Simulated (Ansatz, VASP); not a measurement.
**One calculation of Y, two programs**

```
Y
1.0
     3.64740    0.00000    0.00000
    -1.82370    3.15874    0.00000
     0.00000    0.00000    5.73060
Y
2
Direct
  0.66667 0.33333 0.75000
  0.33333 0.66667 0.25000
```

Alike in both runs: task band structure; functional RPBE; k mesh 8 × 8 × 5; occupations fermi-dirac, width 0.05 eV; no spin polarisation.

```csv
,VASP,Ansatz
version,VASP 6.6.1,Ansatz 0.2.0
potentials or method,"VASP PAW PBE potentials, release 64 (Y_sv)",Ansatz PAW
plane-wave cutoff (eV),520,420
valence electrons in the cell,22,22
```

Ansatz gave:

* gap on the k mesh at the Fermi level (eV): none
* pressure (GPa): 1.4
* largest component of the traceless stress (GPa): 0.26

Estimate VASP's values.

gap on the k mesh at the Fermi level (eV): none; pressure (GPa): 1.3; largest component of the traceless stress (GPa): 0.26.

A gap of «none» marks a metal or a gap that the smearing closes. The functional is the same, so the differences come from potentials, cutoffs and numerics.

Caveats: the PAW data sets were made with another functional, which shifts forces and pressure a little (VASP); the PAW data sets come from PBE, with cores solved anew for the run's functional, which leaves a small shift of forces and pressure (Ansatz).
